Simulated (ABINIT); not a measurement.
# TiO2 (P4_2/mnm) in ABINIT: reference runs

Aim: a first look at TiO2 with PBE, on the cell as given.

All numbers are computed with ABINIT 10.8.3 (patched build); they aren't measurements. Logs are shortened: lines on timing, memory, paths and dates and some standing lists are left out, and cuts for length are marked. The log counts tension as positive stress, the text compression.

### 1 The structure

It takes space group P4_2/mnm (No. 136, tetragonal). Conventional cell: a = 4.600 Å, b = 4.600 Å, c = 2.959 Å, α = 90.00°, β = 90.00°, γ = 90.00°. Around Ti (site symmetry mmm) lie 6 O at 1.95 to 1.98 Å. O (site symmetry m2m) has 3 Ti at 1.95 to 1.98 Å as nearest neighbours.

The cell is a database's computed one.

### 2 Single point, PBE

run.abi reads:

```
pp_dirpath "./"
pseudos "Ti.GGA_PBE-JTH.xml, O.GGA_PBE-JTH.xml"

acell 4.5998373239 4.5998373239 2.95921356 Angstrom
rprim
     1.0000000000     0.0000000000     0.0000000000
     0.0000000000     1.0000000000     0.0000000000
     0.0000000000     0.0000000000     1.0000000000
ntypat 2
znucl 22 8
natom 6
typat 1 1 2 2 2 2
xred
     0.0000000000     0.0000000000     0.5000000000
     0.5000000000     0.5000000000     0.0000000000
     0.3043213200     0.3043213200     0.5000000000
     0.1956786800     0.8043213200     0.0000000000
     0.8043213200     0.1956786800     0.0000000000
     0.6956786800     0.6956786800     0.5000000000

ecut 23.0
pawecutdg 45.0
pawxcdev 0

kptopt 1
ngkpt 6 6 9
nshiftk 1
shiftk 0.0 0.0 0.0

ixc 11

nband 29
occopt 3
tsmear 0.00183747

nstep 100
tolvrs 1.0e-9

iomode 3
prtwf 0
prtden 0
prteig 0
prtebands 0
enunit 2
```

Potentials or basis: JTH PAW PBE v2.0.

Run with:

```sh
$ abinit run.abi > log 2>&1
```

run.abo:

```text
.Version 10.8.3 of ABINIT
 Symmetries : space group P4_2/m n m (#136); Bravais tP (primitive tetrag.)
================================================================================
 Values of the parameters that define the memory need of the present run
     intxc =       0    ionmov =       0      iscf =      17    lmnmax =      18
     lnmax =       6     mgfft =      40  mpssoang =       3    mqgrid =    3001
     natom =       6  nloc_mem =       2    nspden =       1   nspinor =       1
    nsppol =       1      nsym =      16    n1xccc =       1    ntypat =       2
    occopt =       3   xclevel =       2
       mpw =        2256          nfft =       43200          nkpt =          50
 PAW method is used; the additional fine FFT grid is defined by:
   mgfftf=        54    nfftf =    104976
================================================================================
================================================================================

--------------------------------------------------------------------------------
------------- Echo of variables that govern the present computation ------------
--------------------------------------------------------------------------------
 -outvars: echo values of preprocessed input variables --------
            acell      8.6924327659E+00  8.6924327659E+00  5.5921031765E+00 Bohr
              amu      4.78800000E+01  1.59994000E+01
             ecut      2.30000000E+01 Hartree
           enunit           2
              ixc          11
         kptrlatt        6    0    0      0    6    0      0    0    9
          kptrlen      5.03289286E+01
            natom           6
            nband          29
            ngfft          40      40      27
          ngfftdg          54      54      36
             nkpt          50
            nstep         100
             nsym          16
           ntypat           2
           occopt           3
        pawecutdg      4.50000000E+01 Hartree
         pawxcdev           0
           prtden           0
        prtebands           0
           prteig           0
            prtwf           0
          spgroup         136
           tolvrs      1.00000000E-09
           tsmear      1.83747000E-03 Hartree
            typat      1  1  2  2  2  2
           useylm           1
           xangst      0.0000000000E+00  0.0000000000E+00  1.4796067800E+00
                       2.2999186620E+00  2.2999186620E+00  0.0000000000E+00
                       1.3998285662E+00  1.3998285662E+00  1.4796067800E+00
                       9.0009009576E-01  3.6997472281E+00  0.0000000000E+00
                       3.6997472281E+00  9.0009009576E-01  0.0000000000E+00
                       3.2000087577E+00  3.2000087577E+00  1.4796067800E+00
            xcart      0.0000000000E+00  0.0000000000E+00  2.7960515882E+00
[... 204 lines left out ...]
   0.24334    0.25392    0.26308    0.26670    0.26670
      occupation numbers for kpt#   1
   2.00000    2.00000    2.00000    2.00000    2.00000    2.00000    2.00000    2.00000
   2.00000    2.00000    2.00000    2.00000    2.00000    2.00000    2.00000    2.00000
   2.00000    2.00000    2.00000    2.00000    2.00000    2.00000    2.00000    2.00000
   0.00000    0.00000    0.00000    0.00000    0.00000
 prteigrs : prtvol=0 or 1, do not print more k-points.

 Fermi (or HOMO) energy (eV) =   5.66742   Average Vxc (eV)= -11.07668
 Eigenvalues (   eV  ) for nkpt=  50  k points:
 kpt#   1, nband= 29, wtk=  0.00309, kpt=  0.0000  0.0000  0.0000 (reduced coord)
 -52.12116  -52.10390  -28.43748  -28.43748  -28.27304  -28.27304  -28.23052  -28.19751
 -13.44425  -12.28157  -11.54454  -11.54454   -0.99363   -0.57324   -0.14506    0.95695
   0.95695    2.21856    2.21856    2.79051    4.06282    4.31223    4.31223    4.76270
   6.62168    6.90964    7.15890    7.25728    7.25728
 prteigrs : prtvol=0 or 1, do not print more k-points.

--- !EnergyTerms
iteration_state     : {dtset: 1, }
comment             : Components of total free energy in Hartree
kinetic             :  4.57919822420164E+01
hartree             :  4.17830412747983E+01
xc                  : -1.84106036588856E+01
Ewald energy        : -1.32043813524104E+02
psp_core            :  7.87923614760158E+00
local_psp           : -1.31208561020896E+02
PAW spherical_terms :  3.95420465462640E+00
internal            : -1.82254513884844E+02
'-kT*entropy'       : -1.67154899442097E-11
total_energy        : -1.82254513884860E+02
total_energy_eV     : -4.95939797239444E+03
...

--- !EnergyTermsDC
iteration_state     : {dtset: 1, }
comment             : '"Double-counting" decomposition of free energy'
band_energy         : -2.20942698692817E+01
Ewald energy        : -1.32043813524104E+02
psp_core            :  7.87923614760158E+00
xc_dc               : -3.74589909887161E+01
PAW spherical_terms :  1.46330706105009E+00
internal            : -1.82254531173451E+02
'-kT*entropy'       : -1.67154899442097E-11
total_energy_dc     : -1.82254531173467E+02
total_energy_dc_eV  : -4.95939844284140E+03
...

--- !EnergyTermsWithPAWCore
iteration_state     : {dtset: 1, }
comment             : 'Components of total free energy, including PAW core contributions'
Total energy        : -2.00902300919284E+03
Total energy DC     : -2.00902302648144E+03
Total energy (eV)   : -5.46683010802093E+04
Total energy DC (eV): -5.46683015506563E+04
...

 Cartesian components of stress tensor (hartree/bohr^3)
  sigma(1 1)= -1.57746775E-04  sigma(3 2)=  0.00000000E+00
  sigma(2 2)= -1.57746775E-04  sigma(3 1)=  0.00000000E+00
  sigma(3 3)= -1.39418470E-04  sigma(2 1)=  0.00000000E+00

-Cartesian components of stress tensor (GPa)         [Pressure=  4.4613E+00 GPa]
- sigma(1 1)= -4.64107035E+00  sigma(3 2)=  0.00000000E+00
- sigma(2 2)= -4.64107035E+00  sigma(3 1)=  0.00000000E+00
- sigma(3 3)= -4.10183299E+00  sigma(2 1)=  0.00000000E+00

== END DATASET(S) ==============================================================
================================================================================

 -outvars: echo values of variables after computation  --------
            acell      8.6924327659E+00  8.6924327659E+00  5.5921031765E+00 Bohr
           etotal     -1.8225453117E+02
            fcart      2.2587545260E-21  4.5175090520E-21 -0.0000000000E+00
                       2.2587545260E-21  4.5175090520E-21 -0.0000000000E+00
                      -9.1409605245E-05 -9.1409605245E-05 -0.0000000000E+00
                       9.1409605245E-05 -9.1409605245E-05 -0.0000000000E+00
                      -9.1409605245E-05  9.1409605245E-05 -0.0000000000E+00
                       9.1409605245E-05  9.1409605245E-05 -0.0000000000E+00
           strten     -1.5774677502E-04 -1.5774677502E-04 -1.3941846964E-04
                       0.0000000000E+00  0.0000000000E+00  0.0000000000E+00
           xangst      0.0000000000E+00  0.0000000000E+00  1.4796067800E+00
                       2.2999186620E+00  2.2999186620E+00  0.0000000000E+00
                       1.3998285662E+00  1.3998285662E+00  1.4796067800E+00
                       9.0009009576E-01  3.6997472281E+00  0.0000000000E+00
                       3.6997472281E+00  9.0009009576E-01  0.0000000000E+00
                       3.2000087577E+00  3.2000087577E+00  1.4796067800E+00
             xred      0.0000000000E+00  0.0000000000E+00  5.0000000000E-01
                       5.0000000000E-01  5.0000000000E-01  0.0000000000E+00
                       3.0432132000E-01  3.0432132000E-01  5.0000000000E-01
                       1.9567868000E-01  8.0432132000E-01  0.0000000000E+00
                       8.0432132000E-01  1.9567868000E-01  0.0000000000E+00
                       6.9567868000E-01  6.9567868000E-01  5.0000000000E-01
 Calculation completed.
```

It took 2.7 min on 1 thread of Arm Neoverse V2, shared host; peak memory 0.2 GiB.

Results:

| Item | Value |
| --- | --- |
| Free energy | -4959.3984 eV |
| Pressure | 4.5 GPa |
| Largest force | 0.007 eV/Å |
| Band gap on the k mesh | 1.86 eV, direct |

Forces in eV/Å, atoms in the order of the input:
```
Ti   0.000  0.000  0.000
Ti   0.000  0.000  0.000
O   -0.005 -0.005  0.000
O    0.005 -0.005  0.000
O   -0.005  0.005  0.000
O    0.005  0.005  0.000
```

Caveat: an odd mesh through Γ misses points on the zone boundary, where band edges often lie; the atomic spheres overlap.

### 3 Comparison with measurements

Step 2. The gap isn't set beside the measured one, since this odd mesh misses points on the zone boundary.
